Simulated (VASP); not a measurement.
# MoS2 in VASP: Born charges and dielectric tensor with LDA

Aim: the Born charges and dielectric tensor of MoS2 with LDA.

All numbers are computed with VASP 6.6.1; they aren't measurements. Logs are shortened: lines on timing, memory, paths and dates and some standing lists are left out, and cuts for length are marked.

## Step 1: The slab as given

The cell holds a slab with vacuum, 9 atoms: a = 3.123 Å, b = 3.123 Å, c = 26.604 Å, α = 90.00°, β = 90.00°, γ = 120.00°.

## Step 2: Born charges and dielectric tensor, LDA

Input file INCAR:

```
PREC = Accurate
ENCUT = 350
EDIFF = 1E-8
ISMEAR = 0
SIGMA = 0.02
LREAL = F
LASPH = T
NELM = 80
ALGO = Normal
ISIF = 2
LWAVE = F
LCHARG = F
GGA = CA
LEPSILON = T
IBRION = 8
NSW = 1
```

Input file KPOINTS:

```
Automatic mesh
0
Gamma
  9 9 1
```

Input file POSCAR:

```
MoS2
1.0
    3.1227200000      0.0000000000      0.0000000000
   -1.5613600000      2.7043600000      0.0000000000
    0.0000000000      0.0000000000     26.6044100000
Mo S
3 6
Direct
    0.6666700000      0.3333300000      0.0000000000
    0.3333300000      0.6666700000      0.7731500000
    0.3333300000      0.6666700000      0.2268500000
    0.3333300000      0.6666700000      0.0584400000
    0.6666700000      0.3333300000      0.8316000000
    0.6666700000      0.3333300000      0.2851900000
    0.3333300000      0.6666700000      0.9415600000
    0.6666700000      0.3333300000      0.7148100000
    0.6666700000      0.3333300000      0.1684000000
```

Potentials or basis: VASP PAW LDA potentials, release 64 (Mo_sv, S).

Started as:

```
> cat potpaw_LDA.64/Mo_sv/POTCAR potpaw_LDA.64/S/POTCAR > POTCAR
> mpirun -np 1 vasp_std > vasp.out
```

OUTCAR:

```text
PREC = Accurate
   ENCUT = 350
   EDIFF = 1E-8
   ISMEAR = 0
   LREAL = F
   LASPH = T
   NELM = 80
   ISIF = 2
   GGA = CA
   LEPSILON = T
   IBRION = 8
   NSW = 1

 ion  position               nearest neighbor table
   1  0.667  0.333  0.000-   4 2.38   7 2.38   4 2.38   7 2.38   4 2.38   7 2.38
   2  0.333  0.667  0.773-   8 2.38   8 2.38   8 2.38   5 2.38   5 2.38   5 2.38
   3  0.333  0.667  0.227-   6 2.38   6 2.38   6 2.38   9 2.38   9 2.38   9 2.38
   4  0.333  0.667  0.058-   1 2.38   1 2.38   1 2.38
   5  0.667  0.333  0.832-   2 2.38   2 2.38   2 2.38
   6  0.667  0.333  0.285-   3 2.38   3 2.38   3 2.38
   7  0.333  0.667  0.942-   1 2.38   1 2.38   1 2.38
   8  0.667  0.333  0.715-   2 2.38   2 2.38   2 2.38
   9  0.667  0.333  0.168-   3 2.38   3 2.38   3 2.38

  LATTYP: Found a hexagonal cell.
 ALAT       =     3.1227200000
 C/A-ratio  =     8.5196271199

  Lattice vectors:

 A1 = (   3.1227200000,   0.0000000000,   0.0000000000)
 A2 = (  -1.5613600000,   2.7043600000,   0.0000000000)
 A3 = (   0.0000000000,   0.0000000000,  26.6044100000)

Analysis of symmetry for initial positions (statically):
=====================================================================
 Subroutine PRICEL returns:
 Original cell was already a primitive cell.

 Routine SETGRP: Setting up the symmetry group for a
 hexagonal supercell.

 Subroutine GETGRP returns: Found  4 space group operations
 (whereof  4 operations were pure point group operations)
 out of a pool of 24 trial point group operations.

The static configuration has the point symmetry C_2v.

Analysis of symmetry for dynamics (positions and initial velocities):
=====================================================================
 Subroutine PRICEL returns:
 Original cell was already a primitive cell.

 Routine SETGRP: Setting up the symmetry group for a
 hexagonal supercell.

[... 1490 lines left out ...]
    3     0.00547    -0.00316     0.70632
 ion    7
    1     0.56670     0.00038     0.00188
    2     0.00038     0.56714    -0.00108
    3    -0.01899     0.01096     0.46020
 ion    8
    1     0.58442    -0.00020     0.00125
    2    -0.00020     0.58420    -0.00072
    3    -0.00547     0.00316     0.70632
 ion    9
    1     0.55903    -0.00040     0.00192
    2    -0.00040     0.55857    -0.00111
    3    -0.01122     0.00648     0.26962

 INTERNAL STRAIN TENSOR FOR ION    9 for displacements in x,y,z  (eV/Angst):
          X           Y           Z          XY          YZ          ZX
  --------------------------------------------------------------------------------
  x    -0.00589     0.00532     0.00116     3.62518     0.00107    13.71760
  y     3.48389    -3.48358    -0.00067     0.22819    15.12414     0.00100
  z    10.65546    10.64929    29.31248    -0.00538    -0.00530     0.00918

 SECOND DERIVATIVES (NOT SYMMETRIZED)
 ------------------------------------
               1X          1Y          1Z          2X          2Y          2Z          3X          3Y          3Z          4X          4Y          4Z          5X          5Y          5Z          6X          6Y          6Z          7X          7Y          7Z          8X          8Y          8Z          9X          9Y          9Z
  1X   -21.386702    0.004136    0.000000    0.024631   -0.001114    0.000067    0.024631   -0.001114   -0.000067   10.606880   -0.000249    0.001599    0.066648   -0.000212    0.000018   -0.004807   -0.000493   -0.000020   10.606880   -0.000249   -0.001599   -0.004807   -0.000493    0.000020    0.066648   -0.000212   -0.000018
  1Y     0.004136  -21.382007    0.000000   -0.001114    0.023345   -0.000038   -0.001114    0.023345    0.000038   -0.000249   10.606632   -0.000923   -0.000212    0.066403   -0.000011   -0.000493   -0.005376    0.000012   -0.000249   10.606632    0.000923   -0.000493   -0.005376   -0.000012   -0.000212    0.066403    0.000011
  1Z     0.000000    0.000000  -31.799993   -0.001103    0.000637    0.094192    0.001103   -0.000637    0.094192   -0.001282    0.000740   15.750613   -0.001212    0.000700    0.079400   -0.000620    0.000358   -0.024209    0.001282   -0.000740   15.750613    0.000620   -0.000358   -0.024209    0.001212   -0.000700    0.079400
  2X     0.024445   -0.001995   -0.000172  -21.558970   -0.000500   -0.000106   -0.008860    0.001733   -0.000037    0.002798   -0.000064   -0.000285   10.616506    0.001194    0.000465   -0.004468    0.000115    0.000126    0.073431   -0.001297    0.000281   10.860004    0.001221   -0.000261   -0.004885   -0.000406   -0.000010
  2Y    -0.001995    0.022142    0.000100   -0.000500  -21.559630    0.000061    0.001733   -0.006859    0.000022   -0.000064    0.002724    0.000165    0.001194   10.617925   -0.000268    0.000115   -0.004336   -0.000072   -0.001297    0.071933   -0.000163    0.001221   10.861455    0.000150   -0.000406   -0.005355    0.000006
  2Z     0.000279   -0.000161    0.071459   -0.000002    0.000001  -31.896667   -0.000107    0.000062    0.012593   -0.002158    0.001246   -0.051184   -0.003571    0.002061   15.731005    0.000021   -0.000012   -0.011324    0.002827   -0.001632    0.059353    0.001383   -0.000799   16.079787    0.001327   -0.000766    0.004979
  3X     0.024445   -0.001995    0.000172   -0.008860    0.001733    0.000037  -21.558970   -0.000500    0.000106    0.073431   -0.001297   -0.000281   -0.004885   -0.000406    0.000010   10.860004    0.001221    0.000261    0.002798   -0.000064    0.000285   -0.004468    0.000115   -0.000126   10.616506    0.001194   -0.000465
  3Y    -0.001995    0.022142   -0.000100    0.001733   -0.006859   -0.000022   -0.000500  -21.559630   -0.000061   -0.001297    0.071933    0.000163   -0.000406   -0.005355   -0.000006    0.001221   10.861455   -0.000150   -0.000064    0.002724   -0.000165    0.000115   -0.004336    0.000072    0.001194   10.617925    0.000268
  3Z    -0.000279    0.000161    0.071459    0.000107   -0.000062    0.012593    0.000002   -0.000001  -31.896667   -0.002827    0.001632    0.059353   -0.001327    0.000766    0.004979   -0.001383    0.000799   16.079787    0.002158   -0.001246   -0.051184   -0.000021    0.000012   -0.011324    0.003571   -0.002061   15.731005
  4X    10.604999   -0.002277    0.000498   -0.004473    0.000777    0.000007    0.069121    0.000528   -0.000044  -10.271658   -0.000078    0.000296   -0.013334    0.000036   -0.000715   -0.012429    0.000712    0.000251   -0.440059    0.000452    0.000606    0.002348   -0.000308   -0.000017    0.065486    0.000158   -0.000882
  4Y    -0.002277   10.602410   -0.000288    0.000777   -0.003576   -0.000004    0.000528    0.069731    0.000025   -0.000078  -10.271787   -0.000171    0.000036   -0.013293    0.000413    0.000712   -0.011607   -0.000145    0.000452   -0.439539   -0.000350   -0.000308    0.001993    0.000010    0.000158    0.065669    0.000509
  4Z    -0.001527    0.000882   15.692932    0.000877   -0.000506   -0.014675   -0.000082    0.000047    0.097415   -0.000421    0.000243  -17.983829    0.000391   -0.000226    0.019937    0.001324   -0.000764    0.023149   -0.000469    0.000271    1.928677    0.001060   -0.000612    0.012306   -0.001153    0.000666    0.224089
  5X     0.069841    0.001141   -0.000004   10.595036    0.000130   -0.000991    0.007025   -0.000810    0.000001   -0.013275    0.000087    0.000104  -10.270673   -0.000726    0.001468    0.004282    0.000471   -0.000114    0.065884    0.000262   -0.000352   -0.463504   -0.000680    0.000089    0.005384    0.000124   -0.000203
  5Y     0.001141    0.071159    0.000002    0.000130   10.595227    0.000572   -0.000810    0.006090   -0.000001    0.000087   -0.013174   -0.000060   -0.000726  -10.271550   -0.000848    0.000471    0.004825    0.000066    0.000262    0.066187    0.000203   -0.000680   -0.464291   -0.000052    0.000124    0.005528    0.000117
  5Z     0.000347   -0.000200    0.097283   -0.003093    0.001786   15.700496    0.000386   -0.000223   -0.013186    0.005568   -0.003215    0.027164    0.002987   -0.001725  -17.980412    0.002142   -0.001236    0.030701   -0.005148    0.002972    0.229096   -0.001995    0.001152    1.950660   -0.001195    0.000690   -0.041803
  6X    -0.002971    0.000963   -0.000091    0.006911   -0.000761   -0.000089   10.836635    0.000104   -0.000892   -0.011953    0.000644   -0.000152    0.004581    0.000181    0.000028  -10.378083   -0.000365    0.001384    0.003315    0.000240   -0.000155    0.004702   -0.000193   -0.000102   -0.463136   -0.000813    0.000069
  6Y     0.000963   -0.001859    0.000053   -0.000761    0.006032    0.000052    0.000104   10.836796    0.000515    0.000644   -0.011209    0.000088    0.000181    0.004791   -0.000016   -0.000365  -10.378544   -0.000799    0.000240    0.003592    0.000089   -0.000193    0.004478    0.000059   -0.000813   -0.464077   -0.000040
  6Z     0.000353   -0.000204   -0.016165    0.000178   -0.000103   -0.008082   -0.002875    0.001660   16.072278   -0.001977    0.001142    0.015229    0.000076   -0.000044    0.030621   -0.001517    0.000876  -18.019384    0.003276   -0.001891    0.005653    0.001867   -0.001078   -0.029635    0.000620   -0.000358    1.949484
  7X    10.604999   -0.002277   -0.000498    0.069121    0.000528    0.000044   -0.004473    0.000777   -0.000007   -0.440059    0.000452   -0.000606    0.065486    0.000158    0.000882    0.002348   -0.000308    0.000017  -10.271658   -0.000078   -0.000296   -0.012429    0.000712   -0.000251   -0.013334    0.000036    0.000715
  7Y    -0.002277   10.602410    0.000288    0.000528    0.069731   -0.000025    0.000777   -0.003576    0.000004    0.000452   -0.439539    0.000350    0.000158    0.065669   -0.000509   -0.000308    0.001993   -0.000010   -0.000078  -10.271787    0.000171    0.000712   -0.011607    0.000145    0.000036   -0.013293   -0.000413
  7Z     0.001527   -0.000882   15.692932    0.000082   -0.000047    0.097415   -0.000877    0.000506   -0.014675    0.000469   -0.000271    1.928677    0.001153   -0.000666    0.224089   -0.001060    0.000612    0.012306    0.000421   -0.000243  -17.983829   -0.001324    0.000764    0.023149   -0.000391    0.000226    0.019937
  8X    -0.002971    0.000963    0.000091   10.836635    0.000104    0.000892    0.006911   -0.000761    0.000089    0.003315    0.000240    0.000155   -0.463136   -0.000813   -0.000069    0.004702   -0.000193    0.000102   -0.011953    0.000644    0.000152  -10.378083   -0.000365   -0.001384    0.004581    0.000181   -0.000028
  8Y     0.000963   -0.001859   -0.000053    0.000104   10.836796   -0.000515   -0.000761    0.006032   -0.000052    0.000240    0.003592   -0.000089   -0.000813   -0.464077    0.000040   -0.000193    0.004478   -0.000059    0.000644   -0.011209   -0.000088   -0.000365  -10.378544    0.000799    0.000181    0.004791    0.000016
  8Z    -0.000353    0.000204   -0.016165    0.002875   -0.001660   16.072278   -0.000178    0.000103   -0.008082   -0.003276    0.001891    0.005653   -0.000620    0.000358    1.949484   -0.001867    0.001078   -0.029635    0.001977   -0.001142    0.015229    0.001517   -0.000876  -18.019384   -0.000076    0.000044    0.030621
  9X     0.069841    0.001141    0.000004    0.007025   -0.000810   -0.000001   10.595036    0.000130    0.000991    0.065884    0.000262    0.000352    0.005384    0.000124    0.000203   -0.463504   -0.000680   -0.000089   -0.013275    0.000087   -0.000104    0.004282    0.000471    0.000114  -10.270673   -0.000726   -0.001468
  9Y     0.001141    0.071159   -0.000002   -0.000810    0.006090    0.000001    0.000130   10.595227   -0.000572    0.000262    0.066187   -0.000203    0.000124    0.005528   -0.000117   -0.000680   -0.464291    0.000052    0.000087   -0.013174    0.000060    0.000471    0.004825   -0.000066   -0.000726  -10.271550    0.000848
  9Z    -0.000347    0.000200    0.097283   -0.000386    0.000223   -0.013186    0.003093   -0.001786   15.700496    0.005148   -0.002972    0.229096    0.001195   -0.000690   -0.041803    0.001995   -0.001152    1.950660   -0.005568    0.003215    0.027164   -0.002142    0.001236    0.030701   -0.002987    0.001725  -17.980412

 Eigenvectors and eigenvalues of the dynamical matrix
   1 f  =   14.259336 THz    89.594051 2PiTHz  475.640253 cm-1    58.971849 meV
   2 f  =   14.248024 THz    89.522978 2PiTHz  475.262937 cm-1    58.925068 meV
   3 f  =   14.192797 THz    89.175972 2PiTHz  473.420742 cm-1    58.696665 meV
   4 f  =   12.357789 THz    77.646276 2PiTHz  412.211458 cm-1    51.107684 meV
   5 f  =   12.351224 THz    77.605028 2PiTHz  411.992479 cm-1    51.080534 meV
   6 f  =   12.271644 THz    77.105015 2PiTHz  409.337990 cm-1    50.751420 meV
[... 16 lines left out ...]
  23 f  =    0.604659 THz     3.799182 2PiTHz   20.169239 cm-1     2.500666 meV
  24 f  =    0.602092 THz     3.783053 2PiTHz   20.083612 cm-1     2.490049 meV
  25 f/i=    0.020708 THz     0.130112 2PiTHz    0.690743 cm-1     0.085641 meV
  26 f/i=    0.020994 THz     0.131908 2PiTHz    0.700279 cm-1     0.086823 meV
  27 f/i=    0.053551 THz     0.336469 2PiTHz    1.786260 cm-1     0.221468 meV

 MACROSCOPIC STATIC DIELECTRIC TENSOR IONIC CONTRIBUTION
 ------------------------------------------------------
           0.146325    -0.000039    -0.000000
          -0.000039     0.146281    -0.000000
          -0.000000    -0.000000     0.924057
 ------------------------------------------------------

 ELASTIC MODULI CONTR FROM IONIC RELAXATION (kBar)
 Direction    XX          YY          ZZ          XY          YZ          ZX
 --------------------------------------------------------------------------------
 XX        -311.2280   -210.1095   -749.1012    -17.6734      0.0000      0.0000
 YY        -210.1095   -311.1937   -749.0550     17.7052     -0.0000     -0.0000
 ZZ        -749.1012   -749.0550  -2200.5363      0.0425      0.0000     -0.0000
 XY         -17.6734     17.7052      0.0425   -234.8761      0.0000      0.0000
 YZ           0.0000     -0.0000      0.0000      0.0000  -1080.9447     -0.1114
 ZX           0.0000     -0.0000     -0.0000      0.0000     -0.1114   -899.8068
 --------------------------------------------------------------------------------

 PIEZOELECTRIC TENSOR IONIC CONTR  for field in x, y, z        (C/m^2)
          XX          YY          ZZ          XY          YZ          ZX
  --------------------------------------------------------------------------------
  x     0.00008     0.00045     0.00041     0.02476    -0.00000    -0.00000
  y     0.02602    -0.02632    -0.00024    -0.00299    -0.00000    -0.00000
  z     0.00000     0.00000     0.00000     0.00000     0.00160    -0.00223
```

Wall time 1.5 h (1 thread of Intel Xeon Platinum 8488C (Sapphire Rapids), shared host); peak memory 0.86 GiB.

Results:

| Quantity | Value |
| --- | --- |
| Band gap on the k mesh | 1.05 eV, indirect (least direct gap 1.80 eV) |
| Electronic dielectric tensor (diagonal) | 10.74, 10.74, 2.41 |
| Born charges (mean of the diagonal) | Mo -0.73, -1.25; S +0.53, +0.46, +0.62 e |
| Highest phonon frequency at Γ, LO-TO splitting left out | 476 cm⁻¹ |

Levels at points of the mesh, in eV from the valence-band top:
```tsv
k point	band 36	band 37	band 38	band 39	band 40	band 41	band 42	band 43
(0.00, 0.00, 0.00)	-1.70	-1.05	-0.35	0.00	2.25	2.25	2.27	2.27
```

Phonon frequencies in cm⁻¹ (negative: imaginary):
```csv
q point,frequencies
"(0.000, 0.000, 0.000)",-2 -1 -1 20 20 25 32 32 50 288 288 289 289 290 290 388 388 390 390 390 390 409 412 412 473 475 476
```

Electronic dielectric tensor:
```
10.74  0.00  0.00
 0.00 10.74  0.00
 0.00  0.00  2.41
```

Born effective charge tensors (e):
atom 1, Mo
```
-1.13  0.00  0.00
 0.00 -1.13  0.00
 0.00  0.00  0.08
```
atom 2, Mo
```
-1.14  0.00  0.00
 0.00 -1.14  0.00
 0.00  0.00 -1.48
```
atom 3, Mo
```
-1.14  0.00  0.00
 0.00 -1.14  0.00
 0.00  0.00 -1.48
```
atom 4, S
```
 0.57  0.00  0.00
 0.00  0.57  0.00
 0.02 -0.01  0.46
```
atom 5, S
```
 0.56  0.00  0.00
 0.00  0.56  0.00
 0.01 -0.01  0.27
```
atom 6, S
```
0.58 0.00 0.00
0.00 0.58 0.00
0.01 0.00 0.71
```
atom 7, S
```
 0.57  0.00  0.00
 0.00  0.57  0.00
-0.02  0.01  0.46
```
atom 8, S
```
 0.58  0.00  0.00
 0.00  0.58  0.00
-0.01  0.00  0.71
```
atom 9, S
```
 0.56  0.00  0.00
 0.00  0.56  0.00
-0.01  0.01  0.27
```
